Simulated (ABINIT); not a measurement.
The system is TaN.

```
CELL_PARAMETERS angstrom
2.93800 0.00000 0.00000
-1.46900 2.54438 0.00000
0.00000 0.00000 2.88300
ATOMIC_POSITIONS crystal
Ta 0.00000 0.00000 0.50000
N 0.66667 0.33333 0.00000
```

Base run:

- Program: ABINIT 10.8.3 (patched build)
- Functional: LDA
- Potentials or basis: PseudoDojo NC SR LDA v0.4 stringent
- Cutoff: 1687 eV
- k mesh: 8 × 8 × 7
- Occupations: fermi-dirac, width 0.05 eV
- Spin: no spin polarisation

Its results: band gap on the k mesh none (metal or under the smearing width); pressure -13.5 GPa.

Question: The run is repeated on the same cell with these changes: potentials or basis from PseudoDojo NC SR LDA v0.4 stringent to PseudoDojo NC SR LDA v0.4.1 standard; cutoff from 1687 eV to 952 eV; valence electrons from 32 to 18. What comes out?

Answer: Band gap on the k mesh none (metal or under the smearing width); pressure -14.6 GPa.

Not every run made on this cell is shown here.
